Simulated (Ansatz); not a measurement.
# Band edges of SrCl2 (Fm-3m)

```yaml
crystal:
  lattice:
    - [0.00000, 3.45532, 3.45532]
    - [3.45532, 0.00000, 3.45532]
    - [3.45532, 3.45532, 0.00000]
  atoms:
    - { symbol: Sr, position: [0.00000, 0.00000, 0.00000] }
    - { symbol: Cl, position: [0.25000, 0.25000, 0.25000] }
    - { symbol: Cl, position: [0.75000, 0.75000, 0.75000] }
```

Unless marked otherwise, the numbers come from PBEsol, all-electron LAPW in Ansatz 0.2.0, scalar-relativistic. k mesh 6×6×6, fixed occupations, basis error target 1 meV/atom. The cell was relaxed by PAW under this functional.

Extrema are searched on a 8×8×8 mesh and refined by Newton steps; masses come from band slopes 0.005 Å⁻¹ away, 1/m* = (1/ħ²) d²E/dk², negative for holes (the finite step makes the lightest masses up to about 3 % heavy). k is in units of the reciprocal vectors.

Where are the band edges, and is the gap direct?

The valence maximum lies at X (0.000, -0.500, -0.500) and the conduction minimum at Gamma (0.000, 0.000, 0.000), so the Kohn-Sham gap of 5.249 eV is indirect; the least direct gap on the mesh is 5.343 eV. A further conduction extremum at X (0.000, -0.500, -0.500) lies 0.093 eV from the edge (3 equivalent points).

What are the electron masses at the edge?

The principal masses are 0.372, 0.372, 0.372 mₑ. One valley has a density-of-states mass (m₁m₂m₃)^(1/3) = 0.372; the direction-averaged conductivity mass 3/Σ(1/mᵢ) is 0.372 mₑ.

What are the hole masses at the edge?

The principal masses are 0.411, 3.73, 3.73 mₑ. One valley has a density-of-states mass (m₁m₂m₃)^(1/3) = 1.79; 3 valleys give N^(2/3) times that, 3.72; the direction-averaged conductivity mass 3/Σ(1/mᵢ) is 1.01 mₑ.

Along the Cartesian direction 11-2 the conduction slope is 0.1023 eV·Å one step out. What is it four steps out, and what does that say?

0.4083 eV·Å, 3.992 times the first; a parabola would give 4, so the band is nearly parabolic here.

What electronic dielectric constant and refractive index follow from the same bands (independent particles)?

ε∞ = (3.33, 3.33, 3.33), so n ≈ √ε∞ = 1.83 (mean over directions) well under the gap and the normal reflectivity is ((n − 1)/(n + 1))² = 0.085. Local fields, left out here, lower ε∞ by several per cent.

What gap does PAW give in the same cell?

5.248 eV, -1 meV from the LAPW value.

Cells strained by ±0.5 % (all lengths, zz alone, equal engineering shears γ in yz, zx, xy; ions relaxed) give deformation potentials. How do the edge levels move, in eV per unit strain against the centre of the top valence set?

| point | k | side | bands | level (eV) | d/dlnV | d/dε_zz | d/dγ | split/ε_zz | split/γ |
| --- | --- | --- | --- | --- | --- | --- | --- | --- | --- |
| Gamma | 0.00 0.00 0.00 | valence | 3 | -0.352 | 0.40 | -1.71 | 0.00* | 7.97 | 2.30 |
| Gamma | 0.00 0.00 0.00 | conduction | 1 | 5.249 | -3.72 | -5.82 | 0.00* | – | – |
| X | 0.00 -0.50 -0.50 | valence | 1 | 0.000 | 0.00 | 0.00 | 0.00* | – | – |
| X | 0.00 -0.50 -0.50 | conduction | 1 | 5.343 | 0.79 | -1.22 | 0.00* | – | – |
| X | -0.50 -0.50 0.00 | valence | 1 | 0.000 | 0.00 | -6.31 | 0.00* | – | – |
| X | -0.50 -0.50 0.00 | conduction | 1 | 5.343 | 0.79 | -1.51 | 0.00* | – | – |
| L | -0.50 0.00 0.00 | valence | 2 | -1.102 | 1.35 | -0.76 | 0.34 | 0.62 | 5.11 |
| L | -0.50 0.00 0.00 | conduction | 2 | 6.639 | -0.55 | -2.66 | 0.84 | 1.67 | 8.84 |
| L | -0.50 -0.50 -0.50 | valence | 2 | -1.102 | 1.35 | -0.76 | -1.01 | 0.62 | 0.00 |
| L | -0.50 -0.50 -0.50 | conduction | 2 | 6.639 | -0.55 | -2.66 | -2.52 | 1.67 | 0.00 |

Sets with another level within 0.15 eV are left out, since it mixes in under strain; the reference set stays in any case. Entries marked * vanish by symmetry to first order; what they show is the residue of the finite step. These cells use a basis error target of 0.5 meV/atom.

Known limits: no spin-orbit coupling on heavy atoms; semilocal gaps are low, and what follows the gap (onsets, screening, light masses) shifts with it; other valleys lie close above the edge, and their spacing can be off by tenths of an eV; the frozen-core PAW files of the compared runs were fitted under PBE, their cores solved anew for this functional.
